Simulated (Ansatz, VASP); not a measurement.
## Pd in VASP and in Ansatz

File INCAR:

```
PREC = Accurate
ENCUT = 600
EDIFF = 1E-7
ISMEAR = -1
SIGMA = 0.05
LREAL = F
LASPH = T
NELM = 100
ALGO = Normal
ISIF = 3
LWAVE = F
LCHARG = F
GGA = B5
ALDAX = 1.0
AGGAX = 1.0
AGGAC = 1.0
ALDAC = 0.0
IVDW = 12
VDW_S6 = 1.0
VDW_S8 = 2.6996
VDW_A1 = 0.4298
VDW_A2 = 4.2359
IBRION = 2
NSW = 80
EDIFFG = -0.02
```

File KPOINTS:

```
regular mesh
0
Gamma
  12 12 12
```

The input POSCAR:

```
Pd
1.0
    0.0000000000      1.9465000000      1.9465000000
    1.9465000000      0.0000000000      1.9465000000
    1.9465000000      1.9465000000      0.0000000000
Pd
1
Direct
    0.0000000000      0.0000000000      0.0000000000
```

The input input.yaml:

```yaml
crystal:
  lattice:
    - [0.0, 1.9465, 1.9465]
    - [1.9465, 0.0, 1.9465]
    - [1.9465, 1.9465, 0.0]
  atoms:
    - { symbol: Pd, position: [0.0, 0.0, 0.0] }
kpoints:
  mp_grid: { grid: [12, 12, 12] }
scf:
  occupations: { method: fermi_dirac, width: 0.05 }
hamiltonian:
  xc: blyp
  dispersion: d3bj
  pseudopotentials: { kind: all_electron, lapw: { basis_error: 0.001 } }
output:
  forces: true
  stress: true
relax:
  f_tol: 0.02
  max_steps: 60
  cell: {}
```

Alike in both runs: task relaxation of cell and atoms; functional BLYP; dispersion D3(BJ); k mesh 12 × 12 × 12; occupations fermi-dirac, width 0.05 eV; no spin polarisation.

|  | VASP | Ansatz |
| --- | --- | --- |
| version | VASP 6.6.1 | Ansatz 0.2.0 |
| potentials or method | VASP PAW PBE potentials, release 64 (Pd) | all-electron LAPW, scalar-relativistic |
| plane-wave cutoff (eV) | 600 | see its input |

VASP gave:

| Item | Value |
| --- | --- |
| relaxed volume (Å³/atom) | 14.83 |
| relaxed cell length with the largest relative difference (Å) | 2.758 |

Problem. What did Ansatz give for the same quantities?

Solution. Relaxed volume (Å³/atom): 14.80; relaxed cell length with the largest relative difference (Å): 2.756.

Ansatz ran all-electron here, so the differences hold the error of VASP's frozen core and of both bases.

Caveats: the PAW data sets were made with another functional, which shifts forces and pressure a little (VASP); pairwise dispersion overbinds metals, which lowers pressure and volume (VASP). Zero-point motion and thermal expansion aren't in these numbers.
